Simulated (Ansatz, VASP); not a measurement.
**One calculation of MoS2, two programs**

```xyz
3
Lattice="3.1542 0.0000 0.0000 -1.5771 2.7316 0.0000 0.0000 0.0000 32.2630" Properties=species:S:1:pos:R:3 pbc="T T T"
S     0.0000    1.8211   14.5643
S     0.0000    1.8211   17.6987
Mo    1.5771    0.9105   16.1315
```

Alike in both runs: task single point; functional PBE; dispersion D3(BJ); k mesh 12 × 12 × 1; occupations gaussian, width 0.02 eV; no spin polarisation.

```csv
,VASP,Ansatz
version,VASP 6.6.1,Ansatz 0.2.0
potentials or method,"VASP PAW PBE potentials, release 64 (S, Mo_sv)","scalar-relativistic, plane waves, PAW"
plane-wave cutoff (eV),520,420
valence electrons in the cell,26,26
```

Ansatz gave:

| Quantity | Value |
| --- | --- |
| gap on the k mesh at the Fermi level (eV) | 1.78 |
| least direct gap on the mesh (eV) | 1.78 |
| rms of the force components (eV/Å) | 0.001 |

Problem. Which values does VASP return?

Solution. gap on the k mesh at the Fermi level (eV): 1.78; least direct gap on the mesh (eV): 1.78; rms of the force components (eV/Å): 0.004.
